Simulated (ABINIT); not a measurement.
Runs of ABINIT 10.8.3 (patched build) on LiF (Griceite). Symmetry: Fm-3m, No. 225, cubic system. The conventional cell has a = 4.028 Å, b = 4.028 Å, c = 4.028 Å, α = 90.00°, β = 90.00°, γ = 90.00°. F (site symmetry m-3m) is surrounded by 6 Li at 2.01 Å. Li (site symmetry m-3m) is surrounded by 6 F at 2.01 Å. 

```csv
task,level,potentials or basis,cutoff (eV),fine-grid cutoff,gap on the mesh (eV),pressure (GPa),V0 of scaled cells (Å³/atom),B0 (GPa)
single point,PBEsol,PseudoDojo NC SR PBEsol v0.4.1 standard,1143,-,8.94,-1.4,-,-
band structure,TB-mBJ,JTH PAW LDA v2.0,762,1360.57 eV,12.54,-,-,-
band structure,r2SCAN,JTH PAW PBE v2.0,762,1360.57 eV,10.05,-2.8,-,-
equation of state,PBEsol,PseudoDojo NC SR PBEsol v0.4.1 standard,1143,-,-,-,8.01,73
equation of state,r2SCAN,JTH PAW PBE v2.0,762,1360.57 eV,-,-,7.99,(b)
band structure,LDA,JTH PAW LDA v2.0,626,1224.51 eV,(a),-6.5,-,-
band structure,PBEsol,PseudoDojo NC SR PBEsol v0.4.1 standard,1143,-,8.94,-1.4,-,-
```

Alike in all rows: no spin polarisation; cell as given; k mesh 11 × 11 × 11; smearing fermi-dirac 0.05 eV.

Q: Fill in the values left out.

A: (a) 8.81; (b) 79.

Caveats: the PAW data sets were made with another functional, which shifts forces and pressure a little (some runs); pressures at fixed basis lie under the slope of the energies (some runs); an odd mesh through Γ misses points on the zone boundary, where band edges often lie (some runs); the constant c of TB-mBJ comes from the pseudo density here, which moves gaps by up to 0.3 eV between sets of potentials (some runs).

Runs at the PBE level aren't shown here.
